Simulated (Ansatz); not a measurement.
One crystal and one scan (energy against volume) at two levels, PBE (plane waves to 420 eV, PAW, scalar-relativistic; Ansatz, a first-principles code) and PBEsol (plane waves to 420 eV, PAW, scalar-relativistic; Ansatz), each from its own relaxed cell and on its own mesh. The cell shown is that of PBE.

GeO2 (space group P3_221)

```
CELL_PARAMETERS angstrom
      5.09236     0.00000     0.00000
     -2.54618     4.41011     0.00000
      0.00000     0.00000     5.76836
ATOMIC_POSITIONS crystal
  Ge 0.54438 0.54438 0.50000
  Ge 0.45562 0.00000 0.16667
  Ge 0.00000 0.45562 0.83333
  O  0.29822 0.39734 0.74188
  O  0.60266 0.90088 0.40855
  O  0.09912 0.70178 0.07522
  O  0.39734 0.29822 0.25812
  O  0.90088 0.60266 0.59145
  O  0.70178 0.09912 0.92478
```

The volume is varied about the relaxed value V₀ at fixed cell shape. The atoms relax within the cell's symmetry.

Energies are smeared free energies. GeO2 was relaxed with its symmetry unable to fall. With the shape held, the modulus is that of even scaling; a crystal free to change shape is softer. Both scans cover V/V₀ from 0.900 to 1.100.

ΔE (meV/atom), each from the relaxed starting cell of its own level:

```tsv
V/V₀	PBE	PBEsol
0.900	20.5	19.7
0.925	11.1	10.6
0.950	4.7	4.5
0.975	1.1	1.1
1.000	0.0	0.0
1.025	1.0	1.0
1.050	4.0	3.8
1.075	8.8	withheld
1.100	15.2	14.2
```

Estimate the PBEsol value at 1.075 from the PBE value there and the ratio of the two levels in the two nearest given rows on that side of the minimum.

At 1.050 and 1.100 the ratio PBEsol/PBE averages 0.942, which gives 0.942 × 8.8 = 8.3 meV/atom. The calculation gives 8.2 meV/atom, -6.8 % against PBE.

(Under strain, the slope of the energy per volume gives the stress and its curvature an elastic modulus.)
